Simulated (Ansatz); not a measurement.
Cubic perovskite BaSnO3 was calculated with rVV10 (PAW; Ansatz, a program for electronic structure).

Excerpt of the program's output:

```
Crystal: 5 atoms, lattice volume = 73.512 Å³
Basis set: ecut = 520 eV, 1935 PW (Γ), exchange–correlation on 64×64×64 points (8 copies of the dense FFT grid, shifted against one another)
Bands: 26, of which v1, the nominal top of the filled ones, is band 21 counted from 1 (20 counted from 0)
Symmetry: 48 space group operations
Space group: Pm-3m (ITA 221), of the structure as read, at distance tolerance 4.2e-5 Å
k-points: 35 of 512
Functional: x = rpw86, c = pbe(β = 0.06672455060314922) + rvv10(b = 6.3, C = 0.0093)
SCF iter   1: F=—  HF=-13789.964516 eV  |F-HF|=—  |Δ(HF+E_count)|=         —  Δρ=1.11e-2  dr2=5.49e-2
SCF iter   2: F=—  HF=-13789.951435 eV  |F-HF|=—  |Δ(HF+E_count)|=   1.31e-2  Δρ=2.98e-3  dr2=6.64e-3
  ...
SCF iter   7: F=—  HF=-13789.949739 eV  |F-HF|=—  |Δ(HF+E_count)|=   2.26e-8  Δρ=3.18e-6  dr2=7.51e-9
SCF iter   8: F=-13789.949739 eV  HF=-13789.949739 eV  |F-HF|=3.82e-11  |Δ(HF+E_count)|=   1.56e-9  Δρ=3.80e-7  dr2=7.53e-11
SCF 1 converged in 8 iterations: F = -13789.949739 eV  dr2 = 7.53e-11
SCF converged after 8 iterations
Free energy (F): -13789.949739 eV
Internal energy: -13789.949739 eV  (E = F + TS)
E sigma→0 (E₀):  -13789.949739 eV
Fermi energy:    9.723869 eV
--- Forces (eV/Å), atoms counted from 1 ---
  atom   1  Ba    -0.00000000     0.00000000    -0.00000000
  atom   2  Sn     0.00000000    -0.00000000    -0.00000000
  atom   3  O      0.00000000    -0.00000000    -0.00000000
  atom   4  O      0.00000000     0.00000000     0.00000000
  atom   5  O      0.00000000     0.00000000     0.00000000
--- Stress (GPa, compression-positive) ---
       -0.002828       0.000000       0.000000
       -0.000000      -0.002828      -0.000000
       -0.000000      -0.000000      -0.002828
  P = ⅓ Tr σ = -0.0028 GPa (-0.028 kbar)
```

Task: Write an input file that could have produced this run (the log leaves some choices open).

Result: This is not unique; one that fits is 
Ansatz 0.2 input:
```yaml
crystal:
  lattice:
    - [4.189090219, 0.0, 0.0]
    - [0.0, 4.189090219, 0.0]
    - [0.0, 0.0, 4.189090219]
  atoms:
    - { symbol: Ba, position: [0.0, 0.0, 0.0] }
    - { symbol: Sn, position: [0.5, 0.5, 0.5] }
    - { symbol: O, position: [0.5, 0.0, 0.5] }
    - { symbol: O, position: [0.0, 0.5, 0.5] }
    - { symbol: O, position: [0.5, 0.5, 0.0] }
basis:
  ecutwfc: 520
  ecutrho_ratio: 4
  xc_grid: 2
kpoints:
  mp_grid: { grid: [8, 8, 8] }
  band_path:
    path:
      - [0.0, 0.0, 0.0]
      - [0.0, 0.071429, 0.0]
      - [0.0, 0.142857, 0.0]
      - [0.0, 0.214286, 0.0]
      - [0.0, 0.285714, 0.0]
      - [0.0, 0.357143, 0.0]
      - [0.0, 0.428571, 0.0]
      - [0.0, 0.5, 0.0]
      - [0.071429, 0.5, 0.0]
      - [0.142857, 0.5, 0.0]
      - [0.214286, 0.5, 0.0]
      - [0.285714, 0.5, 0.0]
      - [0.357143, 0.5, 0.0]
      - [0.428571, 0.5, 0.0]
      - [0.5, 0.5, 0.0]
      - [0.45, 0.45, 0.0]
      - [0.4, 0.4, 0.0]
      - [0.35, 0.35, 0.0]
      - [0.3, 0.3, 0.0]
      - [0.25, 0.25, 0.0]
      - [0.2, 0.2, 0.0]
      - [0.15, 0.15, 0.0]
      - [0.1, 0.1, 0.0]
      - [0.05, 0.05, 0.0]
      - [0.038462, 0.038462, 0.038462]
      - [0.076923, 0.076923, 0.076923]
      - [0.115385, 0.115385, 0.115385]
      - [0.153846, 0.153846, 0.153846]
      - [0.192308, 0.192308, 0.192308]
      - [0.230769, 0.230769, 0.230769]
      - [0.269231, 0.269231, 0.269231]
      - [0.307692, 0.307692, 0.307692]
      - [0.346154, 0.346154, 0.346154]
      - [0.384615, 0.384615, 0.384615]
      - [0.423077, 0.423077, 0.423077]
      - [0.461538, 0.461538, 0.461538]
      - [0.5, 0.5, 0.5]
      - [0.45, 0.5, 0.45]
      - [0.4, 0.5, 0.4]
      - [0.35, 0.5, 0.35]
      - [0.3, 0.5, 0.3]
      - [0.25, 0.5, 0.25]
      - [0.2, 0.5, 0.2]
      - [0.15, 0.5, 0.15]
      - [0.1, 0.5, 0.1]
      - [0.05, 0.5, 0.05]
      - [0.5, 0.5, 0.428571]
      - [0.5, 0.5, 0.357143]
      - [0.5, 0.5, 0.285714]
      - [0.5, 0.5, 0.214286]
      - [0.5, 0.5, 0.142857]
      - [0.5, 0.5, 0.071429]
    npoints: 1
hamiltonian:
  xc: { exchange: rpw86, correlation: pbe }
  dispersion: rvv10
  pseudopotentials: { kind: paw }
scf:
  occupations: { method: fermi_dirac, width: 0.01 }
  convergence: { dr2_threshold: 0.0000000005 }
output:
  forces: true
  stress: true
  eigenvalues: true
  write_bands: true
```

The PAW data were made under PBE.

The result took around 15 core-seconds (rough).
